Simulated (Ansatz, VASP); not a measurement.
# Two plane-wave programs on PtS2

```
Pt S
1.0
     3.58279    0.00000    0.00000
    -1.79139    3.10278    0.00000
     0.00000    0.00000    4.66292
Pt S
1 2
Direct
  0.00000 0.00000 0.00000
  0.33333 0.66667 0.25883
  0.66667 0.33333 0.74117
```

Alike in both runs: functional PBE; dispersion D3(BJ); k mesh 12 × 12 × 6; occupations gaussian, width 0.01 eV; no spin polarisation.

Ansatz relaxed the structure, and its values are those at the end. VASP's run is a single point on that final structure, the one shown.

|  | VASP | Ansatz |
| --- | --- | --- |
| version | VASP 6.6.1 | Ansatz 0.2.0 |
| potentials or method | VASP PAW PBE potentials, release 64 (Pt, S) | scalar-relativistic, plane waves, PAW |
| plane-wave cutoff (eV) | 520 | 420 |
| valence electrons in the cell | 22 | 30 |

```csv
,VASP,Ansatz,Ansatz less VASP
gap on the k mesh at the Fermi level (eV),0.08,0.07,-0.011
least direct gap on the mesh (eV),0.94,0.94,+0.003
pressure (GPa),-0.5,0.0,+0.45
rms of the force components (eV/Å),0.021,0.003,-0.0189
```

The two sets of potentials don't hold the same shells in valence.

Caveats: spin-orbit coupling is left out, which moves the levels of the heavy elements.
